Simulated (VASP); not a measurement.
# Na2S (Fm-3m) in VASP: notebook, part 2 of 2

VASP 6.6.1. The steps go on from the part before.

**4. Single point, r2SCAN (hydrostatic strain +4.0%)**

POSCAR reads:

```
Na2S
1.0
    0.0000000000      3.3856497694      3.3856497694
    3.3856497694      0.0000000000      3.3856497694
    3.3856497694      3.3856497694      0.0000000000
S Na
1 2
Direct
    0.0000000000      0.0000000000      0.0000000000
    0.2500000000      0.2500000000      0.2500000000
    0.7500000000      0.7500000000      0.7500000000
```

INCAR.step1 reads:

```
SYSTEM = Na2S
PREC = Accurate ; ENCUT = 520
ISMEAR = 0 ; SIGMA = 0.01
LREAL = .FALSE. ; LASPH = .TRUE.
NELM = 80 ; NBANDS = 17
GGA = PE ; ALGO = Normal
EDIFF = 1E-4 ; LWAVE = .TRUE.
LCHARG = .FALSE.
```

INCAR.step2 reads:

```
SYSTEM = Na2S
PREC = Accurate ; ENCUT = 520
EDIFF = 1E-7 ; ISMEAR = 0
SIGMA = 0.01 ; LREAL = .FALSE.
LASPH = .TRUE. ; NELM = 80
ALGO = Normal ; ISIF = 2
LWAVE = .FALSE. ; LCHARG = .FALSE.
METAGGA = R2SCAN ; LMIXTAU = .TRUE.
NBANDS = 17 ; ISTART = 1
```

KPOINTS reads:

```
regular mesh
0
G
  8 8 8
  0 0 0
```

Potentials or basis: VASP PAW PBE potentials, release 64 (S, Na_pv).

Command:

```console
$ cat potpaw_PBE.64/S/POTCAR potpaw_PBE.64/Na_pv/POTCAR > POTCAR
$ cp INCAR.step1 INCAR
$ mpirun -np 1 vasp_std > vasp.out
$ cp INCAR.step2 INCAR
$ mpirun -np 1 vasp_std > vasp.out
```

OUTCAR:

```text
SYSTEM = Na2S
   PREC = Accurate
   ENCUT = 520
   EDIFF = 1E-7
   ISMEAR = 0
   LREAL = .FALSE.
   LASPH = .TRUE.
   NELM = 80
   ISIF = 2
   METAGGA = R2SCAN
   ISTART = 1

 ion  position               nearest neighbor table
   1  0.000  0.000  0.000-
   2  0.250  0.250  0.250-
   3  0.750  0.750  0.750-

  LATTYP: Found a face centered cubic cell.
 ALAT       =     6.7712995388

  Lattice vectors:

 A1 = (   0.0000000000,   3.3856497694,   3.3856497694)
 A2 = (   3.3856497694,   0.0000000000,   3.3856497694)
 A3 = (   3.3856497694,   3.3856497694,   0.0000000000)

Analysis of symmetry for initial positions (statically):
=====================================================================
 Subroutine PRICEL returns:
 Original cell was already a primitive cell.

 Routine SETGRP: Setting up the symmetry group for a
 face centered cubic supercell.

 Subroutine GETGRP returns: Found 48 space group operations
[... 164 lines left out ...]
  free energy    TOTEN  =       -18.87199240 eV

  energy without entropy =      -18.87199240  energy(sigma->0) =      -18.87199240

 E-fermi :  -0.4106     XC(G=0):  -7.8478

 val. band max:       -0.5255472593   @ k =   0.0000   0.0000   0.0000
 cond. band min:       2.1942431775   @ k =   0.0000   0.0000   0.0000
 fundamental gap:      2.7197904368
 Fermi energy:        -0.4106010957

 k-point     1 :       0.0000    0.0000    0.0000
  band No.  band energies     occupation
      1     -23.8324      2.00000
      2     -23.8320      2.00000
      3     -23.8320      2.00000
      4     -23.7971      2.00000
      5     -23.7968      2.00000
      6     -23.7968      2.00000
[... 457 lines left out ...]
      4     -23.8158      2.00000
      5     -23.7978      2.00000
      6     -23.7971      2.00000
[... 9 lines left out ...]
     16      10.2693      0.00000
     17      11.5462      0.00000

 [... further k-points ...]

------------------------ aborting loop because EDIFF is reached ----------------------------------------

  FORCE on cell =-STRESS in cart. coord.  units (eV):
  Direction    XX          YY          ZZ          XY          YZ          ZX
  --------------------------------------------------------------------------------------
  -------------------------------------------------------------------------------------
  Total       -1.4320661     -1.4320661     -1.4320661      0.0000000      0.0000000      0.0000000
  in kB      -29.5608947    -29.5608947    -29.5608947      0.0000000      0.0000000      0.0000000
  external PRESSURE =     -29.5608947 kB  Pullay stress =       0.0000000 kB

 VOLUME and BASIS-vectors are now :
 -----------------------------------------------------------------------------
  energy-cutoff  :      520.00
  volume of cell :       77.62
      direct lattice vectors                 reciprocal lattice vectors
     0.000000000  3.385649769  3.385649769    -0.147682139  0.147682139  0.147682139
     3.385649769  0.000000000  3.385649769     0.147682139 -0.147682139  0.147682139
     3.385649769  3.385649769  0.000000000     0.147682139  0.147682139 -0.147682139

 POSITION                                       TOTAL-FORCE (eV/Angst)
 -----------------------------------------------------------------------------------
      0.00000      0.00000      0.00000        -0.000000      0.000000      0.000000
      1.69282      1.69282      1.69282         0.000000      0.000000     -0.000000
      5.07847      5.07847      5.07847        -0.000000     -0.000000      0.000000
 -----------------------------------------------------------------------------------
    total drift:                                0.000000      0.000000      0.000000

  FREE ENERGIE OF THE ION-ELECTRON SYSTEM (eV)
  ---------------------------------------------------
  free  energy   TOTEN  =       -18.8719924050 eV

  energy  without entropy=      -18.8719924050  energy(sigma->0) =      -18.87199240
```

OUTCAR.step1:

```text
SYSTEM = Na2S
   PREC = Accurate
   ENCUT = 520
   ISMEAR = 0
   LREAL = .FALSE.
   LASPH = .TRUE.
   NELM = 80
[... 704 lines left out ...]
      0.00000      0.00000      0.00000         0.000000     -0.000000      0.000000
      1.69282      1.69282      1.69282        -0.000000     -0.000000     -0.000000
      5.07847      5.07847      5.07847         0.000000      0.000000      0.000000
 -----------------------------------------------------------------------------------
    total drift:                                0.000000      0.000000      0.000000

  FREE ENERGIE OF THE ION-ELECTRON SYSTEM (eV)
  ---------------------------------------------------
  free  energy   TOTEN  =        -9.9291315428 eV

  energy  without entropy=       -9.9291315428  energy(sigma->0) =       -9.92913154
```

OSZICAR.step1:

```text
N       E                     dE             d eps       ncg     rms          rms(c)
DAV:   1     0.146273866715E+03    0.14627E+03   -0.10243E+04   986   0.119E+03
DAV:   2     0.539975511389E+00   -0.14573E+03   -0.14191E+03  1108   0.315E+02
DAV:   3    -0.105975041651E+02   -0.11137E+02   -0.11084E+02  1194   0.870E+01
DAV:   4    -0.108141662713E+02   -0.21666E+00   -0.21641E+00  1221   0.130E+01
DAV:   5    -0.108181818345E+02   -0.40156E-02   -0.40148E-02  1290   0.180E+00    0.363E+00
DAV:   6    -0.996542951908E+01    0.85275E+00   -0.17683E+00  1282   0.535E+00    0.273E+00
DAV:   7    -0.991726732686E+01    0.48162E-01   -0.21493E-01  1122   0.185E+00    0.185E+00
DAV:   8    -0.992762273347E+01   -0.10355E-01   -0.23413E-02  1034   0.110E+00    0.721E-01
DAV:   9    -0.992778503530E+01   -0.16230E-03   -0.57083E-04  1308   0.138E-01    0.807E-01
DAV:  10    -0.992981323279E+01   -0.20282E-02   -0.20177E-03  1019   0.236E-01    0.792E-01
DAV:  11    -0.992919667305E+01    0.61656E-03   -0.18521E-03  1023   0.184E-01    0.340E-01
DAV:  12    -0.992913154278E+01    0.65130E-04   -0.16268E-04  1180   0.713E-02
   1 F= -.99291315E+01 E0= -.99291315E+01  d E =-.222016E-21
```

It took 1.7 min on 1 thread of Intel Xeon Platinum 8559C (Emerald Rapids), shared host; peak memory 0.21 GiB.

What came out:

```
Free energy            : -18.8720 eV
Pressure               : -3.0 GPa
Band gap on the k mesh : 2.72 eV, direct
```

Caveat: the PAW data sets were made with another functional, which shifts forces and pressure a little.

**5. Summary**

| level | cell | smearing | gap on the mesh (eV) | pressure (GPa) |
| --- | --- | --- | --- | --- |
| PBE | as given | fermi-dirac 0.02 eV | 2.53 | 0.8 |
| PBE | uniaxial_x strain +1.0% | fermi-dirac 0.02 eV | 2.49 | 0.5 |
| r2SCAN | hydrostatic strain +4.0% | gaussian 0.01 eV | 2.72 | -3.0 |

Alike in all rows: task single point; potentials or basis VASP PAW PBE potentials, release 64 (S, Na_pv); no spin polarisation; k mesh 8 × 8 × 8; cutoff (eV) 520.

Caveats: the PAW data sets were made with another functional, which shifts forces and pressure a little (some runs).

Total energies depend on the potentials used, so only differences within one code and one set of settings carry meaning.
